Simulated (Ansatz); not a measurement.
Runs of Ansatz 0.2.0 on TiAl. It takes space group Pm-3m (No. 221, cubic). Conventional cell: a = 3.179 Å, b = 3.179 Å, c = 3.179 Å, α = 90.00°, β = 90.00°, γ = 90.00°. Around Ti (site symmetry m-3m) lie 8 Al at 2.75 Å. Al (site symmetry m-3m) is surrounded by 8 Ti at 2.75 Å. The cell comes from a database or a generator and needn't be the stable form of this composition.

```tsv
task	level	cell	k mesh	cutoff (eV)	smearing	gap on the mesh (eV)	pressure (GPa)
single point	LDA	as given	8 × 8 × 8	205	gaussian 0.1 eV	none	-5.9
relaxation of cell and atoms	PBEsol	relaxed to 10 GPa	8 × 8 × 8	-	fermi-dirac 0.05 eV	-	10.0
elastic constants	PBEsol+D3(BJ)	as given	6 × 6 × 6	218	methfessel-paxton 0.1 eV	none	-7.5
relaxation of cell and atoms	PBEsol	relaxed to 20 GPa	8 × 8 × 8	-	fermi-dirac 0.05 eV	-	20.0
single point	PBEsol	strain_z_fixed_volume = 0	8 × 8 × 8	205	fermi-dirac 0.05 eV	none	(a)
```

Alike in all rows: potentials or basis all-electron LAPW, scalar-relativistic; no spin polarisation; basis error allowed 0.001 eV/atom.

Q: Fill in the values left out.

A: (a) -2.4.

Caveats: the k mesh is thin for a metal, which can move the energy by tens of meV per atom (some runs); a metal's response needs a denser mesh (some runs); the cell is more than 3 GPa from zero pressure, which shifts response properties (some runs); the elastic tensor has a negative eigenvalue, so either the cell is unstable as it stands or the mesh is too thin (some runs); pairwise dispersion overbinds metals, which lowers pressure and volume (some runs).

A gap of «none» marks a metal or a gap under the smearing width.

Runs at the PBE level aren't shown here.
